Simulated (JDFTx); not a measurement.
Input of a JDFTx 1.7.0 (patched build) run:

File Be2C.in:

```
lattice \
    0.0000000000     4.0912570598     4.0912570598 \
    4.0912570598     0.0000000000     4.0912570598 \
    4.0912570598     4.0912570598     0.0000000000
coords-type Cartesian
ion C      0.0000000000     0.0000000000     0.0000000000 1
ion Be     6.1368855897     6.1368855897     6.1368855897 1
ion Be     2.0456285299     2.0456285299     2.0456285299 1

ion-species pseudo/C.upf
ion-species pseudo/Be.upf
elec-cutoff 50 400
elec-ex-corr lda-PW
kpoint-folding 11 11 11
elec-smearing Fermi 0.0018374661
elec-n-bands 11
electronic-SCF nIterations 100 energyDiffThreshold 1e-09
electronic-minimize nIterations 30 energyDiffThreshold 1e-7
converge-empty-states yes
forces-output-coords Cartesian

dump-name run.$VAR
dump End Ecomponents EigStats BandEigs Kpoints Forces Stress ElecDensity
```

Potentials or basis: SG15-PBE-1.2 with smoothed tails.

Launch:

```console
$ jdftx -c 1 -i Be2C.in -o Be2C.out
```

(1) Predict the band gap on the k mesh.

(2) Estimate the pressure.

Answers

(1) 1.18 eV, indirect (least direct gap 3.91 eV).

(2) -10.2 GPa.

Caveat: the potentials were made for another functional, which shifts forces and pressure; an odd mesh through Γ misses points on the zone boundary, where band edges often lie.
